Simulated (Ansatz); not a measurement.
MgSe (Fm-3m) from a database structure was relaxed with 5 functionals in the PAW code Ansatz, cell and atoms free, the symmetry of the start kept (meshes: PBE 8×8×8, r2SCAN 8×8×8, PBEsol 8×8×8, LDA 8×8×8, HSE06 6×6×6). Spin-unpolarised throughout; all numbers are computed.

The PBE result:
```cif
data_structure
_symmetry_space_group_name_H-M 'Fm-3m'
_symmetry_Int_Tables_number 225
_cell_length_a 5.5087
_cell_length_b 5.5087
_cell_length_c 5.5087
_cell_angle_alpha 90.000
_cell_angle_beta 90.000
_cell_angle_gamma 90.000
_cell_volume 167.16
loop_
_atom_site_label
_atom_site_type_symbol
_atom_site_symmetry_multiplicity
_atom_site_Wyckoff_symbol
_atom_site_fract_x
_atom_site_fract_y
_atom_site_fract_z
_atom_site_occupancy
Mg1 Mg 4 a 0.00000 0.00000 0.00000 1
Se1 Se 4 b 0.50000 0.00000 0.00000 1
```

It is cubic, Fm-3m (No. 225); conventional cell a = 5.509 Å, 20.90 Å³ an atom. Mg is surrounded by 6 Se at 2.75 Å; Se is surrounded by 6 Mg at 2.75 Å.

Question: How does the cell change with HSE06?

Answer: a = 5.466 Å; the volume differs by -2.3 % from PBE's. Around Mg lie 6 Se at 2.73 Å; around Se lie 6 Mg at 2.73 Å.

Question: What lattice does LDA give?

Answer: a = 5.392 Å; the volume differs by -6.2 % from PBE's. Mg has 6 Se at 2.70 Å; Se has 6 Mg at 2.70 Å.

Question: Held at the r2SCAN cell, what mean stress do LDA and PBE find, and does its sign point to their own minimum?

Answer: Yes. LDA -2.82 GPa, and its relaxed volume is -4.4 % from r2SCAN's; PBE +1.23 GPa, and its relaxed volume is +2.0 % from r2SCAN's. Compression counts positive, so a positive stress asks for a larger cell.
